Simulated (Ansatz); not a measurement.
## KF (Carobbiite) under changes of volume

One of the cells (19.074 Å³/atom); the others are scaled copies at fixed shape and fractional positions:

```
K F
1.0
     0.00000    2.67185    2.67185
     2.67185    0.00000    2.67185
     2.67185    2.67185    0.00000
K F
1 1
Cartesian
  0.0000 0.0000 0.0000
  2.6719 2.6719 2.6719
```

- Program: Ansatz 0.2.0
- Functional: PBE
- Potentials or basis: Ansatz PAW
- Cutoff: 420 eV (not typed: the program's choice for these potentials)
- k mesh: 9 × 9 × 9
- Occupations: fermi-dirac, width 0.05 eV
- Spin: no spin polarisation

```csv
volume (Å³/atom),energy over the lowest point (meV/atom),pressure (GPa),gap on the mesh (eV)
17.929,21.84,3.9,6.52
18.311,13.69,3.0,6.40
18.692,7.57,2.1,6.29
19.074,3.45,1.4,6.18
19.455,?,?,?
19.837,0.00,0.1,5.98
20.218,0.39,-0.4,5.88
```

Task: What does the run at 19.455 Å³/atom give?

Result: Energy over the lowest point 0.97 meV/atom; pressure 0.7 GPa; gap on the mesh 6.08 eV.

Worked out: A Birch-Murnaghan fit of order 3 (a polynomial in V^(-2/3)) to the other rows has its minimum at 19.91 Å³/atom with B0 = V·E''(V) = 29 GPa and B' = 4.8. It gives 0.96 meV/atom at 19.455 Å³/atom, against the run's 0.97, and -dE/dV = 0.7 GPa, against 0.7. A straight line through the other rows of the gap, of slope -5.3 eV per unit of ln V (its deformation potential), gives 6.08 eV, against the run's 6.08.

Energies are extrapolated to zero smearing.

Caveats: odd divisions of the mesh miss points on the zone boundary, where band edges often lie, so the gap on the mesh can be too wide.

A mesh can miss the band edges.
